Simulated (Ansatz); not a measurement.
The system is BP.

```xyz
2
Lattice="0.0000 2.2690 2.2690 2.2690 0.0000 2.2690 2.2690 2.2690 0.0000" Properties=species:S:1:pos:R:3 pbc="T T T"
P     3.4035    3.4035    3.4035
B     0.0000    0.0000    0.0000
```

Base run:

| Quantity | Value |
| --- | --- |
| Program | Ansatz 0.2.0 |
| Functional | HSE06 |
| Potentials or basis | all-electron PAW datasets made for the crystal |
| Cutoff | 310 eV (chosen from the basis error) |
| k mesh | 8 × 8 × 8 |
| Occupations | fermi-dirac, width 0.05 eV |
| Spin | no spin polarisation |

Its results: band gap on the k mesh 2.00 eV, indirect (least direct gap 4.34 eV); pressure -1.7 GPa.

Q: The run is repeated on the same cell with these changes: functional from HSE06 to PBEsol; cutoff from 310 eV (chosen from the basis error) to 280 eV (chosen from the basis error). What comes out?

A: Band gap on the k mesh 1.17 eV, indirect (least direct gap 3.36 eV); pressure -2.0 GPa.

HSE06 gives the wider gap, since exact exchange removes part of the self-interaction.

A k mesh can miss the band edges.
